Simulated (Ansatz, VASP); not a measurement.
KF (Carobbiite): VASP beside Ansatz

```
CELL_PARAMETERS angstrom
0.00000 2.67185 2.67185
2.67185 0.00000 2.67185
2.67185 2.67185 0.00000
ATOMIC_POSITIONS crystal
K 0.00000 0.00000 0.00000
F 0.50000 0.50000 0.50000
```

Alike in both runs: task relaxation of cell and atoms; functional PBE; k mesh 8 × 8 × 8; occupations gaussian, width 0.02 eV; no spin polarisation.

|  | VASP | Ansatz |
| --- | --- | --- |
| version | VASP 6.6.1 | Ansatz 0.2.0 |
| potentials or method | VASP PAW PBE potentials, release 64 (K_sv, F) | scalar-relativistic, plane waves, PAW |
| plane-wave cutoff (eV) | 600 | 420 |
| valence electrons in the cell | 16 | 16 |

```csv
,VASP,Ansatz,Ansatz less VASP
"gap on the k mesh at the Fermi level, each at its own relaxed structure (eV)",5.94,5.97,+0.022
relaxed volume (Å³/atom),19.92,19.89,-0.032
relaxed cell length with the largest relative difference (Å),3.834,3.832,-0.0021
energy change over the relaxation (meV/atom),-3,-3,+0.1
```

A k mesh can miss the band edges. PBE usually gives volumes a little too large and moduli too small. Zero-point motion and thermal expansion aren't in these numbers.
